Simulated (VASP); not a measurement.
# Ca (Pm-3m) in VASP: further runs

One crystal, Ca, is run at these levels: r2SCAN, rSCAN, r2SCAN+D4; tasks: relaxation of cell and atoms, relaxation of the atoms.

Everything below comes from runs of VASP 6.6.1. Logs are shortened: lines on timing, memory, paths and dates and some standing lists are left out, and cuts for length are marked.

## Step 1: The structure

Symmetry: Pm-3m, No. 221, cubic system. Conventional cell: a = 3.489 Å, b = 3.489 Å, c = 3.489 Å, α = 90.00°, β = 90.00°, γ = 90.00°. Ca (site symmetry m-3m) has 6 Ca at 3.49 Å as nearest neighbours.

This isn't the form of Ca at room conditions, which is fcc.

## Step 2: Relaxation of cell and atoms, r2SCAN

File INCAR:

```
ALGO = Normal
EDIFF = 1E-6
EDIFFG = -0.005
ENCUT = 600
IBRION = 2
ISIF = 3
ISMEAR = 1
LASPH = T
LCHARG = F
LMIXTAU = T
LREAL = F
LWAVE = F
METAGGA = R2SCAN
NELM = 100
NSW = 60
PREC = Accurate
SIGMA = 0.1
```

File KPOINTS:

```
k-points
0
Gamma
  8 8 8
```

File POSCAR:

```
Ca
1.0
    3.4886563400      0.0000000000      0.0000000000
    0.0000000000      3.4886563400      0.0000000000
    0.0000000000      0.0000000000      3.4886563400
Ca
1
Direct
    0.0000000000      0.0000000000      0.0000000000
```

Potentials or basis: VASP PAW PBE potentials, release 64 (Ca_sv).

Command:

```sh
> cat potpaw_PBE.64/Ca_sv/POTCAR > POTCAR
> mpirun -np 1 vasp_std > vasp.out
```

OUTCAR:

```text
EDIFF = 1E-6
   EDIFFG = -0.005
   ENCUT = 600
   IBRION = 2
   ISIF = 3
   ISMEAR = 1
   LASPH = T
   LREAL = F
   METAGGA = R2SCAN
   NELM = 100
   NSW = 60
   PREC = Accurate

 ion  position               nearest neighbor table
   1  0.000  0.000  0.000-

  LATTYP: Found a simple cubic cell.
 ALAT       =     3.4886563400

  Lattice vectors:

 A1 = (   3.4886563400,   0.0000000000,   0.0000000000)
 A2 = (   0.0000000000,   3.4886563400,   0.0000000000)
 A3 = (   0.0000000000,   0.0000000000,   3.4886563400)

Analysis of symmetry for initial positions (statically):
=====================================================================
 Subroutine PRICEL returns:
 Original cell was already a primitive cell.

 Routine SETGRP: Setting up the symmetry group for a
 simple cubic supercell.

 Subroutine GETGRP returns: Found 48 space group operations
 (whereof 48 operations were pure point group operations)
 out of a pool of 48 trial point group operations.

The static configuration has the point symmetry O_h .

Analysis of symmetry for dynamics (positions and initial velocities):
=====================================================================
 Subroutine PRICEL returns:
 Original cell was already a primitive cell.

 Routine SETGRP: Setting up the symmetry group for a
 simple cubic supercell.

 Subroutine GETGRP returns: Found 48 space group operations
 (whereof 48 operations were pure point group operations)
 out of a pool of 48 trial point group operations.

The dynamic configuration has the point symmetry O_h .

 Subroutine INISYM returns: Found 48 space group operations
 (whereof 48 operations are pure point group operations),
 and found     1 'primitive' translations

----------------------------------------------------------------------------------------

                                     Primitive cell

  volume of cell :      42.4595

  direct lattice vectors                    reciprocal lattice vectors
     3.488656340  0.000000000  0.000000000     0.286643310  0.000000000  0.000000000
     0.000000000  3.488656340  0.000000000     0.000000000  0.286643310  0.000000000
     0.000000000  0.000000000  3.488656340     0.000000000  0.000000000  0.286643310

  length of vectors
     3.488656340  3.488656340  3.488656340     0.286643310  0.286643310  0.286643310

  position of ions in fractional coordinates (direct lattice)
     0.000000000  0.000000000  0.000000000

  ion indices of the primitive-cell ions
   primitive index   ion index
                 1           1

----------------------------------------------------------------------------------------

 KPOINTS: k-points

Automatic generation of k-mesh.
 Grid dimensions read from file:
 generate k-points for:    8    8    8

 Generating k-lattice:

  Cartesian coordinates                     Fractional coordinates (reciprocal lattice)
     0.035830414  0.000000000  0.000000000     0.125000000  0.000000000  0.000000000
     0.000000000  0.035830414  0.000000000     0.000000000  0.125000000  0.000000000
     0.000000000  0.000000000  0.035830414     0.000000000  0.000000000  0.125000000

  Length of vectors
     0.035830414  0.035830414  0.035830414

  Shift w.r.t. Gamma in fractional coordinates (k-lattice)
     0.000000000  0.000000000  0.000000000

 Subroutine IBZKPT returns following result:
 ===========================================

 Found     35 irreducible k-points:

 Following reciprocal coordinates:
            Coordinates               Weight
  0.000000  0.000000  0.000000      1.000000
  0.125000  0.000000  0.000000      6.000000
  0.250000  0.000000  0.000000      6.000000
  0.375000  0.000000  0.000000      6.000000
  0.500000  0.000000  0.000000      3.000000
  0.125000  0.125000  0.000000     12.000000
[... 16 lines left out ...]
  0.375000  0.375000  0.125000     24.000000
  0.500000  0.375000  0.125000     24.000000
 [... further k-points ...]
   k-points           NKPTS =     35   k-points in BZ     NKDIM =     35   number of bands    NBANDS=      9
   number of dos      NEDOS =    301   number of ions     NIONS =      1
   total plane-waves  NPLWV =  21952
   dimension x,y,z NGX =    28 NGY =   28 NGZ =   28
   dimension x,y,z NGXF=    56 NGYF=   56 NGZF=   56
   ions per type =               1
   NGX,Y,Z   is equivalent  to a cutoff of  13.34, 13.34, 13.34 a.u.
   NGXF,Y,Z  is equivalent  to a cutoff of  26.69, 26.69, 26.69 a.u.
 SYSTEM =  unknown system
   PREC   = accura    normal or accurate (medium, high low for compatibility)
   ISTART =      0    job   : 0-new  1-cont  2-samecut
   ICHARG =      2    charge: 1-file 2-atom 10-const
   ISPIN  =      1    spin polarized calculation?
   LNONCOLLINEAR =      F non collinear calculations
   LSORBIT =      F    spin-orbit coupling
   LASPH  =      T    aspherical Exc in radial PAW
   ENCUT  =  600.0 eV  44.10 Ry    6.64 a.u.   6.97  6.97  6.97*2*pi/ulx,y,z
   NELM   =    100;   NELMIN=  2; NELMDL= -5     # of ELM steps
   EDIFF  = 0.1E-05   stopping-criterion for ELM
   LREAL  =      F    real-space projection
   EDIFFG = -.5E-02   stopping-criterion for IOM
   NSW    =     60    number of steps for IOM
   IBRION =      2    ionic relax: 0-MD 1-quasi-New 2-CG
   NFREE  =      1    steps in history (QN), initial steepest desc. (CG)
   ISIF   =      3    stress and relaxation
   ISYM   =      2    0-nonsym 1-usesym 2-fastsym
   POTIM  = 0.5000    time-step for ionic-motion
   TEBEG  =    0.0;   TEEND  =   0.0 temperature during run
   PSTRESS=    0.0 pullay stress
   NELECT =      10.0000    total number of electrons
   NUPDOWN=      -1.0000    fix difference up-down
   EMIN   =  10.00;   EMAX   =-10.00  energy-range for DOS
   EFERMI =   0.00;   METHOD = LEGACY
   ISMEAR =     1;   SIGMA  =   0.10  broadening in eV -4-tet -1-fermi 0-gaus
   EFERMI_NEDOS =   21; number of points for ismear=-14 and -15
   IALGO  =     38    algorithm
   IMIX   =      4    mixing-type and parameters
     AMIX     =   0.40;   BMIX     =  1.00
     AMIX_MAG =   1.60;   BMIX_MAG =  1.00
  volume/ion in A,a.u.               =      42.46       286.53
  Fermi-wavevector in a.u.,A,eV,Ry     =   1.010997  1.910508 13.906725  1.022115
  Thomas-Fermi vector in A             =   2.144020
   LORBIT       =      0    0 simple, 1 ext, 2 COOP (PROOUT), +10 PAW based schemes
   METAGGA = R2SCAN    functional components
   LHFCALC =     F    Hartree Fock is set to
   AEXX    =    0.0000 exact exchange contribution
   IVDW    =     0    specifies the selected vdW correction
   LEPSILON=     F    determine dielectric tensor
   LRPA    =     F    only Hartree local field effects (RPA)
 conjugate gradient relaxation of ions
 non-spin polarized calculation
 Methfessel and Paxton  Order N= 1 SIGMA  =   0.10
  energy-cutoff  :      600.00
  volume of cell :       42.46
 maximum number of plane-waves:      1452
 NGX is ok and might be reduce to    28
   NGX = 13   NGY = 13   NGZ = 13

 number of electron      10.0000000 magnetization

 number of electron       9.9999999 magnetization

 Free energy of the ion-electron system (eV)
  ---------------------------------------------------
  ext. energy  EPLUGINS =         0.00000000
  ---------------------------------------------------
  free energy    TOTEN  =        -6.63553471 eV

  energy without entropy =       -6.63497118  energy(sigma->0) =       -6.63534687

 E-fermi :   1.9317     XC(G=0):  -8.1459

 val. band max:        1.9058064416   @ k =   0.5000   0.3750   0.2500
 cond. band min:       1.9905459663   @ k =   0.5000   0.5000   0.2500
 fundamental gap:      0.0847395248
 Fermi energy:         1.9317313796

 k-point     1 :       0.0000    0.0000    0.0000
  band No.  band energies     occupation
      1     -42.0925      2.00000
      2     -22.0965      2.00000
      3     -22.0965      2.00000
      4     -22.0965      2.00000
      5      -2.1903      2.00000
      6       3.0004     -0.00000
      7       3.0004     -0.00000
      8       6.4337      0.00000
      9       6.4337      0.00000

 k-point     2 :       0.1250    0.0000    0.0000
  band No.  band energies     occupation
      1     -42.0896      2.00000
      2     -22.1301      2.00000
      3     -22.0935      2.00000
      4     -22.0935      2.00000
      5      -1.9552      2.00000
      6       3.0499     -0.00000
      7       3.0748     -0.00000
      8       6.1815      0.00000
      9       6.1815      0.00000

 k-point     3 :       0.2500    0.0000    0.0000
  band No.  band energies     occupation
      1     -42.0827      2.00000
      2     -22.2106      2.00000
      3     -22.0864      2.00000
      4     -22.0864      2.00000
      5      -1.2806      2.00000
      6       2.9703     -0.00000
      7       3.2652     -0.00000
      8       5.6801      0.00000
      9       5.6801      0.00000

 k-point     4 :       0.3750    0.0000    0.0000
  band No.  band energies     occupation
      1     -42.0757      2.00000
      2     -22.2898      2.00000
      3     -22.0794      2.00000
      4     -22.0794      2.00000
      5      -0.2517      2.00000
      6       2.2741     -0.00001
      7       3.4736     -0.00000
      8       5.2712      0.00000
      9       5.2712      0.00000
[... 205 lines left out ...]
 k-point    22 :       0.5000    0.2500    0.1250
  band No.  band energies     occupation
      1     -42.0605      2.00000
      2     -22.3024      2.00000
      3     -22.1814      2.00000
      4     -22.0981      2.00000
      5       1.4615      2.00000
      6       2.0095      0.03168
      7       4.1374      0.00000
      8       4.2609      0.00000
      9       5.7098      0.00000

 k-point    23 :       0.3750    0.3750    0.1250
  band No.  band energies     occupation
      1     -42.0566      2.00000
      2     -22.2622      2.00000
      3     -22.2590      2.00000
      4     -22.0939      2.00000
      5       1.2482      2.00000
      6       2.9571     -0.00000
      7       3.8904     -0.00000
      8       4.4592      0.00000
      9       5.5818      0.00000

 k-point    24 :       0.5000    0.3750    0.1250
  band No.  band energies     occupation
      1     -42.0538      2.00000
      2     -22.2915      2.00000
      3     -22.2563      2.00000
      4     -22.0909      2.00000
      5       1.5766      2.00001
      6       2.8858     -0.00000
      7       4.0115      0.00000
      8       4.2529      0.00000
      9       5.6432      0.00000

 [... further k-points ...]

------------------------ aborting loop because EDIFF is reached ----------------------------------------

  FORCE on cell =-STRESS in cart. coord.  units (eV):
  Direction    XX          YY          ZZ          XY          YZ          ZX
  --------------------------------------------------------------------------------------
  -------------------------------------------------------------------------------------
  Total       -0.0002705     -0.0002705     -0.0002705     -0.0000000     -0.0000000     -0.0000000
  in kB       -0.0102085     -0.0102085     -0.0102085     -0.0000000     -0.0000000     -0.0000000
  external PRESSURE =      -0.0102085 kB  Pullay stress =       0.0000000 kB

 VOLUME and BASIS-vectors are now :
 -----------------------------------------------------------------------------
  energy-cutoff  :      600.00
  volume of cell :       42.46
      direct lattice vectors                 reciprocal lattice vectors
     3.488656340  0.000000000  0.000000000     0.286643310  0.000000000  0.000000000
     0.000000000  3.488656340  0.000000000     0.000000000  0.286643310  0.000000000
     0.000000000  0.000000000  3.488656340     0.000000000  0.000000000  0.286643310

 POSITION                                       TOTAL-FORCE (eV/Angst)
 -----------------------------------------------------------------------------------
      0.00000      0.00000      0.00000         0.000000      0.000000      0.000000
 -----------------------------------------------------------------------------------
    total drift:                               -0.000000     -0.000000     -0.000000

  FREE ENERGIE OF THE ION-ELECTRON SYSTEM (eV)
  ---------------------------------------------------
  free  energy   TOTEN  =        -6.6355347102 eV

  energy  without entropy=       -6.6349711757  energy(sigma->0) =       -6.63534687

 reached required accuracy - stopping structural energy minimisation
```

Wall time 65 s (1 thread of Intel Xeon Platinum 8375C at 2.90GHz (Ice Lake), shared host); peak memory 0.17 GiB.

Results:

| Property | Result |
| --- | --- |
| Free energy | -6.6355 eV |
| Pressure after relaxing | 0.0 GPa |
| Band gap on the k mesh | none (metal or under the smearing width) |

Final structure:
```
Ca
1.0
     3.48866    0.00000    0.00000
     0.00000    3.48866    0.00000
     0.00000    0.00000    3.48866
Ca
1
Direct
  0.00000 0.00000 0.00000
```

Levels at points of the mesh, in eV from the Fermi level:
| k point | band 3 | band 4 | band 5 | band 6 | band 7 | band 8 |
| --- | --- | --- | --- | --- | --- | --- |
| (0.00, 0.00, 0.00) | -24.03 | -24.03 | -4.12 | 1.07 | 1.07 | 4.50 |
| (0.50, 0.00, 0.00) | -24.01 | -24.01 | -1.11 | -0.69 | 1.63 | 3.19 |
| (0.50, 0.50, 0.00) | -24.22 | -23.99 | -0.45 | 1.23 | 2.49 | 2.49 |
| (0.50, 0.50, 0.50) | -24.19 | -24.19 | 0.76 | 0.76 | 0.76 | 5.26 |

Caveat: the relaxation stopped at its first step, so nothing moved; the PAW data sets were made with another functional, which shifts forces and pressure a little.

(Continued in part 2 of 2.)
